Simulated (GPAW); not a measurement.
## Optical response of Se

Wanted: where Se starts to absorb, how strongly, and its refractive index.

Main program and level: GPAW 26.7.0; DFT, PBE, plane-wave PAW (GPAW data sets), scalar-relativistic, RPA, optical limit.

## 1. Set-up

It takes space group P3_221 (No. 154, trigonal). Conventional cell: a = 4.355 Å, b = 4.355 Å, c = 4.949 Å, α = 90.00°, β = 90.00°, γ = 120.00°. Se has 2 Se at 2.32 Å nearest.

## 2. Ground state

The self-consistent density comes first; it also tells whether there is a gap, which decides the occupations and the need for a Drude term.

This step: DFT, PBE, plane-wave PAW (GPAW data sets), scalar-relativistic, ground state (GPAW 26.7.0).

File gs.py:

```python
from ase import Atoms
from ase.dft.bandgap import bandgap
from gpaw import GPAW, PW, FermiDirac

atoms = Atoms(['Se', 'Se', 'Se'],
              cell=[[4.355170000000, 0.000000000000, 0.000000000000],
                    [-2.177585000000, 3.771687857800, 0.000000000000],
                    [0.000000000000, 0.000000000000, 4.949450000000]],
              scaled_positions=[[0.783000000000, 0.783000000000, 0.500000000000],
                                [0.000000000000, 0.217000000000, 0.833333333333],
                                [0.217000000000, 0.000000000000, 0.166666666667]],
              pbc=[True, True, True])
atoms.calc = GPAW(mode=PW(450), xc='PBE', kpts={'size': (6, 6, 5), 'gamma': True},
                  occupations=FermiDirac(0.05), maxiter=150, txt='gs.txt')
print('energy (eV)', atoms.get_potential_energy())
print('Fermi level (eV)', atoms.calc.get_fermi_level())
print('valence electrons', atoms.calc.get_number_of_electrons())
print('gap (eV)', bandgap(atoms.calc, output=None)[0])
print('direct gap (eV)', bandgap(atoms.calc, direct=True, output=None)[0])
atoms.calc.write('gs.gpw')
```

Started as:

```sh
OMP_NUM_THREADS=1 python gs.py
```

Numbers of over 12 decimals in the logs are rounded to 6 here.

The log of the run:

```text
__  _  _
 | _ |_)|_||  |
 |__||  | ||/\| - 26.7.0

Versions:
  Python: 3.12.14
  ASE:    3.29.0
  Numpy:  2.5.5
  Scipy:  1.18.1
  Libxc:  7.0.0

Input parameters:
  mode=PW(ecut=450.000000),
  kpts=MonkhorstPack(size=(6, 6, 5), gamma=True),
  maxiter=150,
  occupations=Occupations(name='fermi-dirac', width=0.05, fixmagmom=False),
  xc=XC(name='PBE')

Diagonalizing LCAO Hamiltonian
Converting LCAO to pw mode

       Se
              Se

          Se

Atoms  # Å, Bohr magnetons
|   | symbol |         x |        y |        z |    initial magnetic moments |
| 0 |     Se |  1.705049 | 2.953232 | 2.474725 | ( 0.0000,  0.0000,  0.0000) |
| 1 |     Se | -0.472536 | 0.818456 | 4.124542 | ( 0.0000,  0.0000,  0.0000) |
| 2 |     Se |  0.945072 | 0.000000 | 0.824908 | ( 0.0000,  0.0000,  0.0000) |

Unit cell  # Å
| periodic |         x |        y |        z |  lengths |     angles |
|      yes |  4.355170 | 0.000000 | 0.000000 | 4.355170 |  90.000000 |
|      yes | -2.177585 | 3.771688 | 0.000000 | 4.355170 |  90.000000 |
|      yes |  0.000000 | 0.000000 | 4.949450 | 4.949450 | 120.000000 |

Number of symmetries: 2
Symmetry operations  # r_c * U_cc + t_c -> r_c
|   | kind |            matrix            |
| 0 |  E   |  1, 0, 0,  0, 1, 0,  0, 0, 1 |
| 1 |  C2  |  0, 1, 0,  1, 0, 0,  0, 0,-1 |

BZ-sampling:
  Number of BZ points: 180
  Number of IBZ points: 55

  Monkhorst-Pack size: [6, 6, 5]
  Monkhorst-Pack shift: [0.083333, 0.083333, 0.0]

K-points  # in reciprocal-cell coordinates
|     |                                coordinates |     weight |
|   0 | (  0.00000000,   0.00000000,   0.00000000) | 0.00555556 |
|   1 | (  0.00000000,   0.00000000,   0.20000000) | 0.01111111 |
|   2 | (  0.00000000,   0.00000000,   0.40000000) | 0.01111111 |
|   3 | (  0.16666667,  -0.16666667,  -0.40000000) | 0.01111111 |
|   4 | (  0.16666667,  -0.16666667,  -0.20000000) | 0.01111111 |
|   5 | (  0.16666667,  -0.16666667,   0.00000000) | 0.01111111 |
|   6 | (  0.16666667,  -0.16666667,   0.20000000) | 0.01111111 |
|   7 | (  0.16666667,  -0.16666667,   0.40000000) | 0.01111111 |
|   8 | (  0.16666667,   0.00000000,  -0.40000000) | 0.02222222 |
|   9 | (  0.16666667,   0.00000000,  -0.20000000) | 0.02222222 |
| ... |                                            |            |
|  54 | (  0.50000000,   0.50000000,   0.40000000) | 0.01111111 |

Plane wave coefficients: 1811
Cutoff: 450.000000 eV

Spin-components: 1 (collinear spins)
Bands:           12
Projectors:      15
Spin-degeneracy: 2
Datatype:        complex128

Parallelization:
  kpt:    1
  domain: 1
  band:   1

Density:
  Valence electrons: 18.0
  Components: 1
  Grid points: [24 24 25]
  Charge: 0.0  # |e|

Potential:
  Grid points: [24 24 25]

species:
  Se:
    name:    Selenium
    id:
    Z:       34.0
    valence: 6
    core:    28
    charge:  0.0  # [|e|]
    compensation charges:
      type: gauss
      rc: 0.27  # [Å]
      lmax: 2
    cutoffs:
      filter: 1.77  # [Å]
      core: 2.67  # [Å]
    projectors
    | kind |    occ | energy [eV] | rcut [Å] |
    |   4s |  2.000 |     -17.277 |    0.847 |
    |   4p |  4.000 |      -6.512 |    1.005 |
    |    s |        |       9.935 |    0.847 |
    |    p |        |      20.699 |    1.005 |
    |    d |        |       0.000 |    0.847 |

    Using partial waves for Se as LCAO basis

Reference energy: -198310.596392  # eV

eigensolver:
  PPCG
  Converge bands: occupied
  niter=2

density mixing:
  MSR1-Mixer
  Pratt-step length: 0.05
  Maximum mixing coefficient: 0.75
  Old densities: 10
  SVD Regularization: 0.005
  Good broyden scale: 1.0
  Trust region scale: 1.0
  Backstep threshold: 4.0
  History deletion threshold: 6.0
  Fourier metric: weight=20.0, sigma=0.015

occupation numbers:
  Fermi-Dirac:
    width: 0.0500  # eV

poisson solver:
  ecut: 3600.000000  # eV

xc functional:
  name: PBE with 2 nearest neighbor stencil

convergence criteria:
- Maximum [total energy] change in last 3 cyles: 0.0005 eV / valence electron
- Maximum integral of absolute [dens]ity change: 0.0001 electrons / valence electron
- Maximum integral of absolute [eigenst]ate change: 4e-08 eV^2 / valence electron
maximum number of iterations: 150

SCF iterations
|iter     |      energy | eigst |  dens |
|iter:   1||  -10.383647 | -0.28 |       |
|iter:   2||  -10.384616 | -2.14 | -1.11 |
|iter:   3||  -10.319018 | -2.54 | -1.14 |
|iter:   4||  -10.315999 | -3.31 | -1.68 |
|iter:   5||  -10.316260c| -4.30 | -2.50 |
|iter:   6||  -10.316335c| -5.33 | -2.91 |
|iter:   7||  -10.316338c| -6.23 | -3.64 |
|iter:   8||  -10.316338c| -7.22 | -4.41c|
|iter:   9||  -10.316338c| -7.57c| -4.85c|

Converged in 9 steps
SCF loop duration: 14.200 s (1.578 s/step)
Energy contributions relative to reference atoms: (reference = -198310.596392)

Energy contributions:
  Kinetic:          26.634361
  Coulomb:         -24.839917
  Zero:             -0.133021
  External:          0.000000
  Xc:              -11.977760
  Entropy:          -0.000000
  Spinorbit:         0.000000
  ----------------------------
  Free energy:     -10.316338
  Extrapolated:    -10.316338

dipole moment: (-8.017607, -13.886902, 0.000055)  # |e|*Ang

Fermi level: 5.198
Eigenvalues  # (at kpt = [0.000, 0.000, 0.000])
| band index |      eig [eV] | occ [0-2] |
|          0 |       -11.580 |     2.000 |
|          1 |        -7.267 |     2.000 |
|          2 |        -7.267 |     2.000 |
|          3 |         0.572 |     2.000 |
|          4 |         0.572 |     2.000 |
|          5 |         0.779 |     2.000 |
|          6 |         2.381 |     2.000 |
|          7 |         2.381 |     2.000 |
|          8 |         4.164 |     2.000 |
|          9 |         6.623 |     0.000 |
|         10 |         6.623 |     0.000 |
|         11 |         7.016 |     0.000 |

Gap: 1.440 eV
Transition (v -> c):
  (s=0, k=51, n=8, [0.50, 0.33, 0.40]) -> (s=0, k=38, n=9, [0.33, 0.33, 0.40])
Direct/indirect transitions are different
Direct gap: 1.460 eV
Transition at: (s=0, k=38, n=8, [0.33, 0.33, 0.40])

--- standard output ---
energy (eV) -10.316338
Fermi level (eV) 5.197966
valence electrons 18.0
gap (eV) 1.440093
direct gap (eV) 1.459575
```

It took 16 s on 1 thread of Arm Neoverse V2, shared host; peak memory 0.17 GiB.

This step gave:

- energy: -10.32 eV
- Fermi energy: 5.198 eV
- gap on the k-mesh: 1.440 eV
- direct gap on the mesh: 1.460 eV
- electrons: 18

There is a gap, 1.44 eV on this mesh (points off the mesh can give less), so no carriers' term is needed.

## 3. Bands for the response

The response needs many more empty bands than the density does.

This step: DFT, PBE, plane-wave PAW (GPAW data sets), scalar-relativistic, bands at fixed density (GPAW 26.7.0).

File nscf.py:

```python
from ase.dft.bandgap import bandgap
from gpaw import GPAW, FermiDirac

calc = GPAW('gs.gpw').fixed_density(kpts={'size': (12, 12, 12), 'gamma': True}, nbands=54, convergence={'bands': 48},
                                    occupations=FermiDirac(0.001), txt='nscf.txt')
print('gap (eV)', bandgap(calc, output=None)[0])
print('direct gap (eV)', bandgap(calc, direct=True, output=None)[0])
print('top band over the Fermi level (eV)', min(calc.get_eigenvalues(kpt=k)[47] for k in range(len(calc.get_ibz_k_points()))) - calc.get_fermi_level())
calc.write('full.gpw', mode='all')
```

Started as:

```sh
OMP_NUM_THREADS=1 python nscf.py
```

The log of the run:

```text
Diagonalizing LCAO Hamiltonian
Converting LCAO to pw mode
convergence criteria:
- Maximum integral of absolute [eigenst]ate change: 4e-08 eV^2 / valence electron
maximum number of iterations: 150

SCF iterations
|iter     |      energy | eigst |  dens |
|iter:   1||             | +3.74 |       |
|iter:   2||             | +2.47 |       |
|iter:   3||             | +1.48 |       |
|iter:   4||             | +0.23 |       |
|iter:   5||             | -0.86 |       |
|iter:   6||             | -1.81 |       |
|iter:   7||             | -2.57 |       |
|iter:   8||             | -3.39 |       |
|iter:   9||             | -4.13 |       |
|iter:  10||             | -4.98 |       |
|iter:  11||             | -5.72 |       |
|iter:  12||             | -6.52 |       |
|iter:  13||             | -7.11 |       |
|iter:  14||             | -7.57c|       |
SCF steps: 14
  __  _  _
 | _ |_)|_||  |
 |__||  | ||/\| - 26.7.0

Versions:
  Python: 3.12.14
  ASE:    3.29.0
  Numpy:  2.5.5
  Scipy:  1.18.1
  Libxc:  7.0.0

Input parameters:
  mode=PW(ecut=450.000000),
  convergence={'bands': 48},
  gpts=array([24, 24, 25]),
  kpts=MonkhorstPack(size=(12, 12, 12), gamma=True),
  maxiter=150,
  nbands=54,
  occupations=Occupations(name='fermi-dirac', width=0.001, fixmagmom=False),
  parallel={},
  xc=XC(name='PBE')

--- standard output ---
gap (eV) 0.962876
direct gap (eV) 1.187398
top band over the Fermi level (eV) 28.130360
```

Wall time 15 min (1 thread); peak memory 1 GiB.

This step gave:

* gap on the k-mesh: 0.9629 eV
* direct gap on the mesh: 1.187 eV

## 4. Dielectric function, RPA

Transitions between filled and empty bands, summed over the zone, give the optical response, so mesh, band count and broadening shape it.

The induced potential is part of this response.

This step: DFT, PBE, plane-wave PAW (GPAW data sets), scalar-relativistic, RPA, optical limit (GPAW 26.7.0).

File df.py:

```python
from gpaw.response.df import DielectricFunction

df = DielectricFunction('full.gpw', frequencies={'type': 'nonlinear', 'domega0': 0.03, 'omega2': 8},
                        ecut=50,
                        eta=0.2,
                        nbands=48,
                        txt='df.txt')
for direction in ['x', 'z']:
    df.get_dielectric_function(xc='RPA', direction=direction, filename=f'df_{direction}.csv')
```

Started as:

```sh
OMP_NUM_THREADS=1 python df.py
```

The log of the run:

```text
Using integrator: PointIntegrator
NonLinearFrequencyDescriptor(from 0.000 to 47.973 eV, 460 points)
Nonperiodic BCs:  [False False False]
Using integrator: PointIntegrator
NonLinearFrequencyDescriptor(from 0.000 to 47.973 eV, 460 points)
Nonperiodic BCs:  [False False False]

Calculating chi0 body with:
    Ground state adapter containing:
    Number of spins: 1
    Number of kpoints: 1728
    Number of irreducible kpoints: 476
    Number of completely occupied states: 9
    Number of partially occupied states: 9

    Linear response parametrization:
    q_c: [0.0, 0.0, 0.0]
    Number of frequency points: 460
    Planewave cutoff: 50.0
    Number of bands: 48
    Number of planewaves: 71
    Broadening (eta): 0.2

Integrating chi0 body.

Symmetries of q_c:
    Direct symmetries (Uq -> q): 2
    Indirect symmetries (TUq -> q): 2
In total 4 allowed symmetries.

476 groups of equivalent kpoints. 72.453704% reduction.

Integral kind: spectral function

Calculating chi0 optical extensions with:
    Ground state adapter containing:
    Number of spins: 1
    Number of kpoints: 1728
    Number of irreducible kpoints: 476
    Number of completely occupied states: 9
    Number of partially occupied states: 9

    Linear response parametrization:
    Number of frequency points: 460
    Planewave cutoff: 50.0
    Number of bands: 48
    Number of planewaves: 71
    Broadening (eta): 0.2
Integrating chi0 head and wings.

Symmetries of q_c:
    Direct symmetries (Uq -> q): 2
    Indirect symmetries (TUq -> q): 2
In total 4 allowed symmetries.

476 groups of equivalent kpoints. 72.453704% reduction.

Integral kind: spectral function wings
```

Run time: 90 s. Hardware: 1 thread; peak memory 0.35 GiB.

This step gave:

- electronic dielectric constant ε∞, mean over x, y and z (by symmetry where fewer were run): 9.629

Sum at mesh points, not converged in k; values under the direct gap are tails of Lorentzian lines. The Im ε by photon energy; read off at these points:

```tsv
photon energy (eV)	E ∥ x	E ∥ z
0.0	0	0
1.0	0.919	0.973
2.0	3.73	6.56
3.0	7.89	21.6
3.1	7.94	22.0
4.0	6.23	12.2
5.0	2.81	4.33
6.0	1.75	3.77
7.0	1.97	5.83
8.0	2.90	5.89
9.0	2.83	3.69
10.0	3.89	1.42
11.0	3.49	1.32
12.0	2.80	1.05
13.0	2.20	0.792
14.0	1.55	0.708
15.0	1.09	0.521
16.0	0.909	0.475
17.0	0.712	0.463
18.0	0.619	0.417
19.0	0.632	0.426
20.0	0.551	0.414
21.0	0.446	0.336
22.0	0.404	0.271
23.0	0.323	0.235
24.0	0.300	0.206
```

Sum at mesh points, not converged in k. Table of reflectivity at normal incidence by photon energy; read off at these points:

```tsv
photon energy (eV)	E ∥ x (%)	E ∥ z (%)
0.00	22.5	32.2
0.50	23.1	32.8
1.00	25.3	34.6
1.50	26.7	37.5
2.00	25.3	39.6
2.50	29.0	44.9
3.00	31.8	50.2
3.18	31.9	51.8
3.50	31.2	52.9
4.00	31.0	55.3
4.50	29.0	50.9
5.00	20.6	40.2
5.50	14.6	28.3
6.00	9.30	23.8
6.50	8.78	23.8
7.00	10.5	29.9
7.50	12.3	35.6
8.00	15.2	43.0
8.50	16.3	45.0
9.00	15.1	48.4
9.50	16.5	56.6
9.82	19.9	59.1
10.00	21.5	57.3
10.50	20.4	47.0
11.00	23.1	42.6
11.50	24.1	40.1
12.00	24.9	42.3
12.50	26.4	40.5
13.00	28.6	37.8
13.17	28.9	36.5
13.50	28.3	34.0
14.00	28.0	33.2
14.50	28.2	32.2
15.00	25.2	28.3
15.50	22.7	23.3
16.00	22.5	20.1
16.50	20.1	16.4
17.00	19.0	15.8
17.50	16.0	13.5
18.00	12.9	11.2
18.50	11.8	10.3
19.00	11.6	9.78
19.50	12.1	9.10
20.00	10.8	8.73
20.50	10.8	8.99
21.00	9.70	8.51
21.50	8.37	7.73
22.00	8.48	7.29
22.50	7.58	6.01
23.00	6.69	5.42
23.50	5.64	4.79
24.00	5.14	4.35
24.50	4.82	3.85
```

Sum at mesh points, not converged in k; values under the direct gap are tails of Lorentzian lines. The Im ε, E ∥ x by photon energy; read off at these points:

```tsv
photon energy (eV)	without local fields	with local fields
0.00	0	0
0.50	0.257	0.224
1.00	1.04	0.919
1.50	3.89	3.44
2.00	4.18	3.73
2.50	5.94	5.22
3.00	9.14	7.89
3.10	9.33	7.94
3.22	9.41	7.89
3.50	8.90	7.34
4.00	7.79	6.23
4.50	5.98	4.59
5.00	3.98	2.81
5.50	3.81	2.39
6.00	3.49	1.75
6.50	3.85	1.70
7.00	4.37	1.97
7.50	4.84	2.25
8.00	5.39	2.90
8.50	5.27	3.10
9.00	4.96	2.83
9.50	4.64	3.17
10.00	4.02	3.89
10.50	3.91	3.36
11.00	3.61	3.49
11.50	2.99	3.14
12.00	2.57	2.80
12.50	2.07	2.59
13.00	1.62	2.20
13.50	1.32	1.78
14.00	1.11	1.55
14.50	0.953	1.25
15.00	0.900	1.09
15.50	0.867	0.996
16.00	0.748	0.909
16.50	0.672	0.805
17.00	0.579	0.712
17.50	0.530	0.645
18.00	0.506	0.619
18.50	0.440	0.642
19.00	0.386	0.632
19.50	0.335	0.575
20.00	0.324	0.551
20.50	0.288	0.486
21.00	0.264	0.446
21.50	0.250	0.430
22.00	0.206	0.404
22.50	0.192	0.363
23.00	0.173	0.323
23.50	0.167	0.311
24.00	0.153	0.300
24.50	0.139	0.289
```

Sum at mesh points, not converged in k; values under the direct gap are tails of Lorentzian lines. Loss function −Im 1/ε at q → 0 against energy loss; read off at these points:

```tsv
energy loss (eV)	E ∥ x	E ∥ z
0.0	0	0
1.0	0.0111	0.00438
2.0	0.0504	0.0190
3.0	0.0820	0.0376
4.0	0.155	0.0709
5.0	0.350	0.198
5.9	0.389	0.254
6.0	0.368	0.259
7.0	0.215	0.166
8.0	0.201	0.151
9.0	0.248	0.177
10.0	0.229	0.231
11.0	0.282	0.436
12.0	0.355	0.535
13.0	0.421	0.820
14.0	0.575	1.07
15.0	0.843	1.73
16.0	1.06	2.10
17.0	1.40	2.06
17.3	1.50	2.12
17.7	1.56	1.99
18.0	1.51	1.88
19.0	1.43	1.71
20.0	1.55	1.61
20.4	1.68	1.71
21.0	1.66	1.67
22.0	1.59	1.47
23.0	1.39	1.10
24.0	1.13	0.865
```

Optical constants at common wavelengths, from n + ik = √ε:

```tsv
wavelength (nm)	n x	k x	R (%) x	1/α x	n z	k z	R (%) z	1/α z
1550	2.93	0.084	24.1	1.5 µm	3.76	0.082	33.7	1.5 µm
1064	3.08	0.270	26.3	313 nm	3.96	0.193	35.7	438 nm
633	2.87	0.647	25.4	78 nm	4.23	0.740	39.3	68 nm
532	2.97	0.682	26.8	62 nm	4.49	1.165	43.0	36 nm
450	3.00	1.187	31.0	30 nm	4.44	2.061	47.5	17 nm
405	2.74	1.449	31.9	22 nm	4.02	2.724	50.7	12 nm
193	1.50	0.558	8.5	28 nm	1.83	1.210	22.7	13 nm
```

Below the direct gap, k and the depth come from the tails of the Lorentzian lines, not from transitions.

Rows near the edge hang on the gap, which this functional as a rule makes too small, and phonon-assisted absorption is left out.

## 5. Summary of results

```json
{"electronic dielectric constant ε∞, mean over x, y and z (by symmetry where fewer were run) (RPA)": "9.63"}
```

At this level (PBE, RPA) Se has a mean ε∞ = 9.63 and n = 2.93 at 1550 nm (E ∥ x). On the mesh the gap is 0.96 eV and the least direct gap 1.19 eV, so on this mesh the band edges lie at different points. Local fields change the static value along x from 9.43 to 7.86 (-17 %). The static values by axis are 7.86 (x), 13.16 (z). Excitons and phonon-assisted transitions are missing; PBE gaps are as a rule too small, which pulls the onset down and ε∞ up. The sum runs over mesh points 0.14 Å⁻¹ apart with no interpolation, so peaks are partly noise of the mesh; over so small a direct gap single mesh points weigh heavily, so ε∞, n and their changes from run to run can be far off. Besides steps told in other documents, this task had 1 run with a known fault of program or setting; those not told in a step above aren't shown.

[Machine, clock and banner lines and Python warnings are left out of the logs.]

[Logs are printed without paths, hosts, clocks, repeated set-up lines and the standing remarks that a program may print on its own settings, such as how far it seeks lower states.]

[Hosts, paths, dates, database ids (printed as entryN), source tags and the programs' standing remarks are cut or masked in the printed files.]
